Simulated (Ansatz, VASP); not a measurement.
# One calculation of Au, two programs

```
CELL_PARAMETERS angstrom
0.00000 2.56981 2.56981
2.56981 0.00000 2.56981
2.56981 2.56981 0.00000
ATOMIC_POSITIONS crystal
Au 0.87500 0.87500 0.87500
Au 0.12500 0.12500 0.12500
```

Change from the starting cell: volume scaled by 0.58, LAPW.

Alike in both runs: task single point; functional PBE; k mesh 12 × 12 × 12; occupations fermi-dirac, width 0.05 eV; no spin polarisation.

```csv
,VASP,Ansatz
version,VASP 6.6.1,Ansatz 0.2.0
potentials or method,"VASP PAW PBE potentials, release 64 (Au), cutoff 520 eV","all-electron LAPW, scalar-relativistic"
```

|  | VASP | Ansatz | Ansatz less VASP |
| --- | --- | --- | --- |
| pressure (GPa) | 131.0 | 133.1 | +2.14 |

Ansatz ran all-electron here, so the differences hold the error of VASP's frozen core and of both bases.

Caveats: the cell as given lies far from equilibrium; so large a pressure means that the cell lies far from this level's equilibrium, or that cutoff or potentials fall short (VASP). The runs have no spin-orbit coupling, so splittings on Au are missing.
